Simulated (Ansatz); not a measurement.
Input, command and steps of an Ansatz relaxation.

```yaml
crystal:
  lattice:
    - [0.0, 0.0, 6.3596473142]
    - [4.528840756, 4.528840756, 0.0]
    - [-4.528840756, 4.528840756, 0.0]
  atoms:
    - { symbol: Ir, position: [0.9984878924, 0.9980565883, 0.9957405743] }
    - { symbol: Ir, position: [0.4989767869, 0.0004706255, 0.9999182364] }
    - { symbol: Ir, position: [0.0024631465, 0.5002446156, 0.5070317161] }
    - { symbol: Ir, position: [0.4982310243, 0.4976052596, 0.5010984257] }
    - { symbol: Ir, position: [0.2475660314, 0.5001634957, 0.9978998882] }
    - { symbol: Ir, position: [0.7482434607, 0.50092042, 0.9964109017] }
    - { symbol: Ir, position: [0.2487893025, 0.997971651, 0.4969394795] }
    - { symbol: Ir, position: [0.7483620657, 0.0048587246, 0.5040515716] }
    - { symbol: O, position: [0.0010658657, 0.3105947912, 0.9983032978] }
    - { symbol: O, position: [0.4965597356, 0.3088484852, 0.0022526217] }
    - { symbol: O, position: [0.0047794617, 0.8084608251, 0.492805411] }
    - { symbol: O, position: [0.4999612638, 0.8074810224, 0.5020081866] }
    - { symbol: O, position: [0.2481772038, 0.4958567138, 0.307360934] }
    - { symbol: O, position: [0.7535425376, 0.5014674708, 0.3075638956] }
    - { symbol: O, position: [0.252473571, 0.0005414274, 0.8093889658] }
    - { symbol: O, position: [0.7484787599, 0.0046047274, 0.8100271613] }
    - { symbol: O, position: [0.9981381124, 0.6841753319, 0.0005692523] }
    - { symbol: O, position: [0.4974461413, 0.69381041, 0.9966086046] }
    - { symbol: O, position: [0.997496781, 0.1928076008, 0.4976783547] }
    - { symbol: O, position: [0.4966253387, 0.190231197, 0.4995710337] }
    - { symbol: O, position: [0.7473559712, 0.5048576682, 0.692737019] }
    - { symbol: O, position: [0.2544906175, 0.9970735472, 0.1904039219] }
    - { symbol: O, position: [0.7521056666, 0.0013622121, 0.1928840042] }
  symmetry: { detect: false }
basis:
  ecutwfc: 420
kpoints:
  mp_grid: { grid: [2, 2, 2], shift: [0.5, 0.5, 0.5] }
hamiltonian:
  xc: pbe
scf:
  occupations: { method: gaussian, width: 0.1 }
  lower_state_search: "off"
output:
  forces: true
  stress: true
  eigenvalues: true
relax:
  adjacent_minimum: "off"
  f_tol: 0.04
  max_steps: 50
  cell: { stress_tol: 0.3 }
```

```bash
ansatz run input.yaml --threads 4 --pin off --max-ram 9216MiB --backend cpu --events-out ev --progress --plain --runs-dir out
```

Method: Ansatz 0.2.0, DFT PBE, scalar-relativistic, plane waves, PAW.

Of 8 frames 8 are shown, positions in Å and forces in eV/Å; the SCF threshold varies from step to step. Steps run on the plane waves of an earlier cell, with a Pulay correction in the pressure. The basis is chosen afresh for the last frame, the zero of the energies, and can be on the way; energy and pressure step there, also at an unchanged geometry.

```xyz
23
Lattice="0.0000 0.0000 6.3596 4.5288 4.5288 0.0000 -4.5288 4.5288 0.0000" Properties=species:S:1:pos:R:3:forces:R:3 pbc="T T T" step=1 free_energy_over_end_meV_per_atom=21.38 pressure_GPa=-1.62
Ir    0.0105    9.0296    6.3500   -0.6640    0.8420    0.7120
Ir   -4.5263    4.5306    3.1733   -0.1310    0.3260    0.4940
Ir   -0.0307    4.5618    0.0157    0.5430   -0.4160    1.7700
Ir   -0.0158    4.5230    3.1686    0.3680    0.0950   -1.8680
Ir   -2.2542    6.7845    1.5744    0.6420   -0.8620    0.2120
Ir   -2.2440    6.7812    4.7586   -1.1100    0.6300   -0.0870
Ir    2.2691    6.7702    1.5822   -0.0010    0.4060    0.4460
Ir   -2.2608    2.3048    4.7593   -0.2320   -1.1310    0.3690
O    -3.1145    5.9278    0.0068   -0.2190   -0.5790   -0.2790
O     1.3885    1.4089    3.1579    0.3400   -0.0970    0.2090
O     1.4296    5.8932    0.0304   -0.4750    0.3400   -0.5340
O     1.3834    5.9305    3.1796   -0.1250   -0.0220   -0.0890
O     0.8537    3.6376    1.5783   -1.0690    1.1210    0.2370
O     0.8782    3.6640    4.7923    0.2160   -0.2850   -0.3500
O    -3.6631    3.6680    1.6056    0.5600   -0.6730   -0.6080
O    -3.6476    3.6893    4.7601    0.0880   -0.2210   -0.0990
O     3.0959    3.1011    6.3478    1.1440    0.5720    0.0390
O    -1.3713    7.6556    3.1636   -0.1570   -0.2880    0.0510
O    -1.3807    3.1271    6.3437   -0.1680    0.3670    0.3350
O    -1.4010    3.1240    3.1584    0.1620    0.4750    0.0610
O    -0.8509    5.4237    4.7529    0.0620   -0.3190    0.1650
O     3.6533    5.3779    1.6185    0.1140   -0.1110   -0.7940
O    -0.8674    0.8797    4.7831    0.1130   -0.1710   -0.3940
23
Lattice="-0.0011 -0.0039 6.3403 4.5248 4.5241 -0.0036 -4.4856 4.4850 -0.0020" Properties=species:S:1:pos:R:3:forces:R:3 pbc="T T T" step=2 free_energy_over_end_meV_per_atom=5.67 pressure_GPa=-0.03
Ir    0.0401    9.0059    6.3189    0.0350   -0.1480    0.0740
Ir   -4.4761    4.4752    3.1442   -0.0140    0.0990    0.3530
Ir   -0.0108    4.5328    0.0792    0.1410   -0.0890    0.1210
Ir   -0.0183    4.5386    3.0966    0.3480   -0.2810    0.0570
Ir   -2.1615    6.6829    1.5632    0.8100   -0.6950    0.5750
Ir   -2.2242    6.7525    4.7498   -0.2890    0.1210   -0.3200
Ir    2.2900    6.7605    1.5895   -0.2780    0.3820   -0.1280
Ir   -2.2520    2.2510    4.7581    0.0420   -0.2120    0.0840
O    -3.0500    5.8470   -0.0048   -0.1980    0.0440   -0.2380
O     1.4354    1.3616    3.1541   -0.0830    0.0490    0.0430
O     1.3845    5.9234    0.0394   -0.0020   -0.1990   -0.3150
O     1.3853    5.9193    3.1577   -0.0180   -0.0770   -0.1590
O     0.8840    3.6165    1.5944   -0.8010    0.8420   -0.1730
O     0.8558    3.6724    4.7518    0.3710   -0.3460    0.0330
O    -3.6195    3.6215    1.5608    0.1800   -0.1450    0.1810
O    -3.6268    3.6322    4.7414   -0.0830    0.0480    0.0250
O     3.1641    3.0786    6.3321    0.0370    0.3090   -0.1100
O    -1.3158    7.5773    3.1524   -0.1400   -0.0260   -0.0100
O    -1.3998    3.1370    6.3441    0.1450   -0.0520    0.3030
O    -1.3988    3.1418    3.1694    0.0680   -0.0250   -0.3120
O    -0.8384    5.3630    4.7597   -0.1940    0.2330   -0.0580
O     3.6646    5.3729    1.5825    0.0610    0.0220   -0.1750
O    -0.8591    0.8512    4.7348   -0.1380    0.1470    0.1480
23
Lattice="-0.0004 -0.0005 6.3353 4.5220 4.5214 -0.0007 -4.4864 4.4857 -0.0001" Properties=species:S:1:pos:R:3:forces:R:3 pbc="T T T" step=3 free_energy_over_end_meV_per_atom=1.78 pressure_GPa=0.26
Ir    0.0381    9.0078    6.3306    0.0170   -0.0890    0.0560
Ir   -4.4838    4.4841    3.1609    0.0540   -0.0260    0.0780
Ir   -0.0110    4.5308    0.0743   -0.0280    0.0410   -0.0390
Ir   -0.0080    4.5312    3.0918   -0.0510    0.0260    0.0020
Ir   -2.1411    6.6627    1.5799    0.5160   -0.4610   -0.0130
Ir   -2.2336    6.7578    4.7471   -0.0070   -0.0180    0.0030
Ir    2.2791    6.7641    1.5808   -0.1110    0.1970    0.0080
Ir   -2.2509    2.2496    4.7504    0.0610   -0.0850   -0.0470
O    -3.0566    5.8503   -0.0024   -0.0780    0.0330   -0.0250
O     1.4300    1.3618    3.1623   -0.0560    0.0520    0.0120
O     1.3810    5.9149    0.0212    0.0490   -0.0530   -0.0560
O     1.3867    5.9142    3.1458   -0.0070   -0.0560    0.0170
O     0.8724    3.6352    1.5836   -0.3390    0.3700   -0.0280
O     0.8658    3.6626    4.7473    0.0650   -0.0640    0.0280
O    -3.6189    3.6228    1.5773    0.0220   -0.0160    0.0280
O    -3.6311    3.6327    4.7492   -0.0680    0.0700   -0.0420
O     3.1630    3.0901    6.3314   -0.0430    0.0990    0.0230
O    -1.3234    7.5798    3.1615   -0.0750    0.0120   -0.0040
O    -1.3941    3.1374    6.3444    0.0340   -0.0460    0.1330
O    -1.3940    3.1399    3.1500    0.0380   -0.0440   -0.0390
O    -0.8466    5.3698    4.7494    0.0290   -0.0170   -0.0030
O     3.6624    5.3785    1.5831    0.0420   -0.0160   -0.0810
O    -0.8639    0.8580    4.7475   -0.0660    0.0920   -0.0110
23
Lattice="-0.0003 -0.0008 6.3336 4.5325 4.5112 -0.0008 -4.4929 4.4715 -0.0003" Properties=species:S:1:pos:R:3:forces:R:3 pbc="T T T" step=4 free_energy_over_end_meV_per_atom=0.85 pressure_GPa=0.06
Ir    0.0411    8.9788    6.3271   -0.0050   -0.0250    0.0830
Ir   -4.4906    4.4659    3.1587    0.0080    0.0420    0.0850
Ir   -0.0130    4.5329    0.0781   -0.0180   -0.0390   -0.0940
Ir   -0.0123    4.5327    3.0860   -0.0110   -0.0380    0.1120
Ir   -2.1099    6.6026    1.5787    0.3560   -0.1690    0.0250
Ir   -2.2461    6.7432    4.7461    0.1240   -0.0850   -0.0050
Ir    2.2903    6.7496    1.5806   -0.1560    0.2060    0.0060
Ir   -2.2493    2.2472    4.7491    0.1290   -0.1720   -0.0380
O    -3.0395    5.8052   -0.0038   -0.1120    0.0670    0.0100
O     1.4502    1.3352    3.1624   -0.0660    0.0660   -0.0380
O     1.4094    5.8860    0.0200   -0.0040   -0.0130   -0.0550
O     1.4089    5.8890    3.1473   -0.0250   -0.0390   -0.0180
O     0.8686    3.6358    1.5834   -0.2660    0.2360   -0.0400
O     0.8442    3.6438    4.7494    0.0220   -0.0270   -0.0200
O    -3.6549    3.5799    1.5757    0.1150    0.0120    0.0250
O    -3.6613    3.5961    4.7463   -0.0380    0.0970   -0.0270
O     3.1498    3.0973    6.3290    0.0000    0.0380    0.0640
O    -1.3424    7.5737    3.1608   -0.0510   -0.0560   -0.0570
O    -1.4082    3.1492    6.3454    0.0560   -0.0520    0.1180
O    -1.4083    3.1505    3.1470    0.0550   -0.0370   -0.0400
O    -0.8417    5.3712    4.7476    0.0260    0.0100   -0.0060
O     3.6995    5.3895    1.5824   -0.0090   -0.0940   -0.0870
O    -0.8377    0.8815    4.7451   -0.1300    0.0720   -0.0040
23
Lattice="0.0004 0.0000 6.3294 4.5318 4.5129 0.0003 -4.4967 4.4778 -0.0003" Properties=species:S:1:pos:R:3:forces:R:3 pbc="T T T" step=5 free_energy_over_end_meV_per_atom=-0.16 pressure_GPa=0.02
Ir    0.0366    8.9933    6.3285   -0.0140    0.0200   -0.0330
Ir   -4.4957    4.4808    3.1600   -0.0080    0.0020   -0.0250
Ir   -0.0177    4.5313    0.0714   -0.0170    0.0360    0.0370
Ir   -0.0197    4.5332    3.0863    0.0170    0.0100   -0.0040
Ir   -2.0845    6.5947    1.5773    0.0980   -0.1800    0.0740
Ir   -2.2402    6.7481    4.7450   -0.0230    0.0030   -0.0700
Ir    2.2762    6.7605    1.5815    0.0010   -0.0550   -0.0480
Ir   -2.2518    2.2441    4.7442    0.0080   -0.0080    0.0410
O    -3.0539    5.8262    0.0002    0.0330    0.0240    0.0170
O     1.4459    1.3490    3.1582   -0.0210   -0.0160   -0.0170
O     1.3980    5.8922    0.0154   -0.0130    0.0140   -0.0090
O     1.3972    5.8913    3.1451    0.0060    0.0400   -0.0090
O     0.8553    3.6486    1.5800   -0.1160    0.1050   -0.0190
O     0.8520    3.6401    4.7427   -0.0520    0.0560    0.0190
O    -3.6477    3.6011    1.5792    0.0060    0.0540    0.0210
O    -3.6586    3.6139    4.7435    0.0360    0.0310    0.0140
O     3.1611    3.1003    6.3296    0.0060   -0.0510    0.0250
O    -1.3367    7.5744    3.1582    0.0560    0.0150   -0.0260
O    -1.4043    3.1413    6.3476    0.0200    0.0130   -0.0590
O    -1.4043    3.1428    3.1437   -0.0080   -0.0130    0.0090
O    -0.8422    5.3713    4.7442    0.0080   -0.0330    0.0090
O     3.6830    5.3868    1.5786    0.0010   -0.0370    0.0430
O    -0.8505    0.8817    4.7441   -0.0220   -0.0300    0.0100
23
Lattice="0.0003 -0.0005 6.3154 4.5224 4.5192 -0.0002 -4.4966 4.4934 -0.0005" Properties=species:S:1:pos:R:3:forces:R:3 pbc="T T T" step=6 free_energy_over_end_meV_per_atom=-0.83 pressure_GPa=0.15
Ir    0.0251    9.0141    6.3147   -0.0020   -0.0030    0.0080
Ir   -4.4973    4.4950    3.1517   -0.0050    0.0010   -0.0110
Ir   -0.0356    4.5570    0.0725   -0.0250    0.0070    0.0080
Ir   -0.0353    4.5566    3.0785   -0.0260    0.0060   -0.0060
Ir   -2.0365    6.5544    1.5755    0.0110    0.0030   -0.0060
Ir   -2.2531    6.7711    4.7330    0.0240   -0.0210    0.0060
Ir    2.2654    6.7759    1.5757    0.0240   -0.0140    0.0010
Ir   -2.2488    2.2497    4.7336   -0.0420    0.0300   -0.0050
O    -3.0608    5.8454    0.0048    0.0280   -0.0090    0.0190
O     1.4359    1.3516    3.1467    0.0300   -0.0060   -0.0190
O     1.3795    5.9168    0.0123   -0.0240    0.0020    0.0360
O     1.3796    5.9163    3.1389   -0.0210    0.0050   -0.0360
O     0.8373    3.6841    1.5751   -0.0190    0.0180    0.0070
O     0.8448    3.6658    4.7335    0.0220   -0.0050   -0.0020
O    -3.6337    3.6289    1.5755    0.0010    0.0030    0.0020
O    -3.6442    3.6399    4.7334    0.0260   -0.0220   -0.0010
O     3.1687    3.0862    6.3205    0.0080   -0.0240    0.0210
O    -1.3278    7.5797    3.1463    0.0060   -0.0250   -0.0210
O    -1.3985    3.1442    6.3282    0.0000    0.0250    0.0430
O    -1.3984    3.1444    3.1387   -0.0020    0.0230   -0.0420
O    -0.8622    5.3832    4.7333   -0.0030    0.0120   -0.0020
O     3.6610    5.3841    1.5760   -0.0040   -0.0030    0.0000
O    -0.8669    0.8706    4.7338   -0.0070   -0.0020    0.0010
23
Lattice="-0.0001 0.0001 6.3183 4.5227 4.5207 0.0000 -4.4957 4.4937 0.0001" Properties=species:S:1:pos:R:3:forces:R:3 pbc="T T T" step=7 free_energy_over_end_meV_per_atom=-0.85 pressure_GPa=-0.02
Ir    0.0262    9.0166    6.3187   -0.0010    0.0000   -0.0050
Ir   -4.4966    4.4959    3.1533    0.0000   -0.0010    0.0040
Ir   -0.0374    4.5588    0.0735    0.0000    0.0030   -0.0070
Ir   -0.0376    4.5591    3.0800    0.0020    0.0010    0.0060
Ir   -2.0303    6.5512    1.5769    0.0150   -0.0120    0.0010
Ir   -2.2496    6.7711    4.7360   -0.0100    0.0000   -0.0020
Ir    2.2655    6.7778    1.5768    0.0020   -0.0060    0.0000
Ir   -2.2513    2.2512    4.7359   -0.0030    0.0040    0.0000
O    -3.0560    5.8441    0.0068   -0.0020    0.0010   -0.0030
O     1.4397    1.3504    3.1468   -0.0030    0.0010    0.0050
O     1.3762    5.9205    0.0148   -0.0010   -0.0010   -0.0010
O     1.3761    5.9205    3.1387    0.0000   -0.0010    0.0020
O     0.8336    3.6877    1.5769   -0.0050    0.0040    0.0000
O     0.8499    3.6695    4.7358   -0.0040    0.0050    0.0010
O    -3.6326    3.6309    1.5769    0.0020    0.0010    0.0000
O    -3.6430    3.6417    4.7359    0.0010   -0.0010    0.0010
O     3.1720    3.0842    6.3251   -0.0010    0.0000   -0.0040
O    -1.3236    7.5777    3.1468    0.0000    0.0010    0.0050
O    -1.4005    3.1468    6.3332    0.0020    0.0000   -0.0030
O    -1.4005    3.1468    3.1386    0.0010    0.0000    0.0030
O    -0.8616    5.3840    4.7360    0.0070   -0.0070   -0.0010
O     3.6602    5.3847    1.5768   -0.0020    0.0030   -0.0010
O    -0.8693    0.8701    4.7360   -0.0010    0.0040   -0.0010
23
Lattice="-0.0001 0.0001 6.3183 4.5227 4.5207 0.0000 -4.4957 4.4937 0.0001" Properties=species:S:1:pos:R:3:forces:R:3 pbc="T T T" step=8 free_energy_over_end_meV_per_atom=0.00 pressure_GPa=-0.13
Ir    0.0262    9.0166    6.3187   -0.0010    0.0000   -0.0050
Ir   -4.4966    4.4959    3.1533    0.0000   -0.0010    0.0040
Ir   -0.0374    4.5588    0.0735    0.0000    0.0030   -0.0070
Ir   -0.0376    4.5591    3.0800    0.0020    0.0010    0.0060
Ir   -2.0303    6.5512    1.5769    0.0150   -0.0120    0.0010
Ir   -2.2496    6.7711    4.7360   -0.0100    0.0000   -0.0020
Ir    2.2655    6.7778    1.5768    0.0020   -0.0060    0.0000
Ir   -2.2513    2.2512    4.7359   -0.0030    0.0040    0.0000
O    -3.0560    5.8441    0.0068   -0.0020    0.0010   -0.0030
O     1.4397    1.3504    3.1468   -0.0030    0.0010    0.0050
O     1.3762    5.9205    0.0148   -0.0010   -0.0010   -0.0010
O     1.3761    5.9205    3.1387    0.0000   -0.0010    0.0020
O     0.8336    3.6877    1.5769   -0.0050    0.0050    0.0000
O     0.8499    3.6695    4.7358   -0.0040    0.0060    0.0010
O    -3.6326    3.6309    1.5769    0.0020    0.0010    0.0000
O    -3.6430    3.6417    4.7359    0.0010   -0.0010    0.0010
O     3.1720    3.0842    6.3251   -0.0010    0.0000   -0.0040
O    -1.3236    7.5777    3.1468    0.0000    0.0010    0.0050
O    -1.4005    3.1468    6.3332    0.0020    0.0000   -0.0030
O    -1.4005    3.1468    3.1386    0.0010    0.0000    0.0030
O    -0.8616    5.3840    4.7360    0.0070   -0.0070   -0.0010
O     3.6602    5.3847    1.5768   -0.0010    0.0030   -0.0010
O    -0.8693    0.8701    4.7360   -0.0010    0.0040   -0.0010
```

It took 81 s on 4 threads of Intel(R) Xeon(R) Platinum 8259CL CPU @ 2.50GHz (Skylake/Cascade Lake), with other jobs on the host, peak memory 1.1 GiB.

The k mesh is coarse. Spin–orbit coupling is left out, which can shift energies with elements as heavy as these.